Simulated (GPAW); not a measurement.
Crystal: ZrH2.

```
Zr H
1.0
     0.00000    2.40923    2.40923
     2.40923    0.00000    2.40923
     2.40923    2.40923    0.00000
Zr H
1 2
Direct
  0.00000 0.00000 0.00000
  0.25000 0.25000 0.25000
  0.75000 0.75000 0.75000
```

The cell is a database's computed one.

Base run:

```yaml
Program: GPAW 26.7.0
Functional: r2SCAN
Potentials_or_basis: GPAW PAW data sets (gpaw-data 1.2.1)
Cutoff: 500 eV
Basis: pw
k_mesh: 8 × 8 × 8
Occupations: fermi-dirac, width 0.05 eV
Spin: no spin polarisation
```

Its results: band gap on the k mesh none (metal or under the smearing width); pressure -2.6 GPa.

Task: The run is repeated on the same cell with these changes: functional from r2SCAN to LDA; potentials or basis from GPAW PAW data sets (gpaw-data 1.2.1) to the program's PAW data sets (release 1.2.1) made for this functional; cutoff from 500 eV to 450 eV. What comes out?

Result: Band gap on the k mesh none (metal or under the smearing width); pressure -8.9 GPa.

Caveats: the cutoff is short for stress and forces, so pressures can be off by a GPa or more; the PAW data sets were made with another functional, which shifts forces and pressure a little (some runs).

Not every run made on this cell is shown here.
